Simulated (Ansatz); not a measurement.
MnS:

```
CELL_PARAMETERS angstrom
0.00000 2.47346 2.47346
2.47346 0.00000 2.47346
2.47346 2.47346 0.00000
ATOMIC_POSITIONS crystal
Mn 0.00000 0.00000 0.00000
S 0.75000 0.75000 0.75000
```

The cell is a database's computed one.

Base run:

| Property | Result |
| --- | --- |
| Program | Ansatz 0.2.0 |
| Functional | r2SCAN |
| Potentials or basis | Ansatz PAW |
| Cutoff | 500 eV |
| Density cutoff | 2000 eV |
| k mesh | 9 × 9 × 9 |
| Occupations | fermi-dirac, width 0.05 eV |
| Spin | collinear spin, ferromagnetic start |
| Starting moments | [4.0, 0.0] μB |

Its results: band gap on the k mesh none (metal or under the smearing width); pressure 33.4 GPa; net moment 3.69 μB per cell; site moments Mn +3.14; S +0.03 μB.

The run is repeated on the same cell with these changes: hubbard terms from none to Mn d U = 3 eV; hubbard projectors from none to ortho-atomic (the default). What comes out?

Band gap on the k mesh none (metal or under the smearing width); pressure 57.8 GPa; net moment 4.67 μB per cell; site moments Mn +3.83; S +0.09 μB.

Caveats: the magnetic or orbital state may not be the lowest; a pressure of tens of GPa on the cell as given is suspect, and the run, the potentials or the cell itself is likely at fault; a cell with one magnetic atom can't hold antiferromagnetic order, which such compounds often take; the PAW data sets come from PBE, with cores solved anew for the run's functional, which leaves a small shift of forces and pressure; semilocal functionals often make such compounds metallic where correlation or magnetic order opens a gap, which also shifts bond lengths (some runs).

Not every run made on this cell is shown here.
